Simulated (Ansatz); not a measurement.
Reaction (formal exchange of groups at the Sn–C bond): `F[C](F)(F)[SnH3]` + `CC1=NC1` → `CC1=N[CH]1[SnH3]` + trifluoromethane

Computed with Ansatz on PBE0-D4/def2-TZVP structures; ΔE is electronic, products minus reactants. CCSD(T)/CBS is the MP2 limit (def2-TZVPP, def2-QZVPP) plus CCSD(T) − MP2 in def2-TZVPP, frozen cores. This one scheme is used for every species. DFT in def2-TZVPP. def2 core potentials past Kr. For Sn outer-core shells are correlated without core-valence functions, which leaves a few kJ/mol of doubt a bond.

```json
{"level": "r2SCANh-D4", "ΔE (kJ/mol)": "-15.5"}
{"level": "MP2/def2-TZVPP", "ΔE (kJ/mol)": "-32.8"}
```

**Question.** What does CCSD(T)/CBS give? (Estimate.)

**Answer.** The calculation gave: -22.5 kJ/mol. The listed levels differ from it by 7.0, -10.3 kJ/mol.

Largest T1 diagnostic among the species: 0.013.

From PBE to PBE0 (25 % exact exchange), in def2-TZVPP and without D4, ΔE moves by −5.6 kJ/mol. The D4 term adds −3.6 kJ/mol with B3LYP and −2.2 kJ/mol with PBE0; it sums over pairs of atoms, weighted by their polarisabilities, and B3LYP, whose exchange is more repulsive, gets the larger term. Leaving LDA and LC-ωPBE aside and taking each functional with its dispersion term where it has one, the values, not all of them listed here, spread over 14.3 kJ/mol, from PBE-QIDH to BLYP-D4.

B3LYP here is the variant with VWN-RPA as its local correlation; programs differ in this.

CCSD(T)/CBS has its own doubt, a few kJ/mol and more with outer-core shells, so smaller differences from it don't rank the levels.
